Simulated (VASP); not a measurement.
Input of a VASP 6.6.1 run:

File INCAR:

```
  ALGO = Normal
  EDIFF = 1E-7
  EDIFFG = -0.002
  ENCUT = 700
  GGA = PE
  IBRION = 2
  ISIF = 3
  ISMEAR = 0
  LASPH = True
  LCHARG = False
  LREAL = False
  LWAVE = False
  NELM = 60
  NSW = 80
  PREC = Accurate
  SIGMA = 0.02
```

Contents of KPOINTS:

```
k-points
0
Gamma
  10 10 10
```

Contents of POSCAR:

```
Si
1.0
    0.0000000000      2.7135600000      2.7135600000
    2.7135600000      0.0000000000      2.7135600000
    2.7135600000      2.7135600000      0.0000000000
Si
2
Direct
    0.7500000000      0.7500000000      0.7500000000
    0.5000000000      0.5000000000      0.5000000000
```

Potentials or basis: VASP PAW PBE potentials, release 64 (Si).

Command:

```console
$ cat potpaw_PBE.64/Si/POTCAR > POTCAR
$ mpirun -np 1 vasp_std > vasp.out
```

(1) What does it give for the band gap on the k mesh?

(2) Predict the space group after relaxing (to 0.05 Å).

(3) Estimate the relaxed volume.

(4) Estimate the relaxed cell.

## Answers

(1) 0.62 eV, indirect (least direct gap 2.56 eV).

(2) Fd-3m (No. 227).

(3) 20.44 Å³/atom.

(4) a = 3.867 Å, b = 3.867 Å, c = 3.867 Å, α = 60.00°, β = 60.00°, γ = 60.00°.
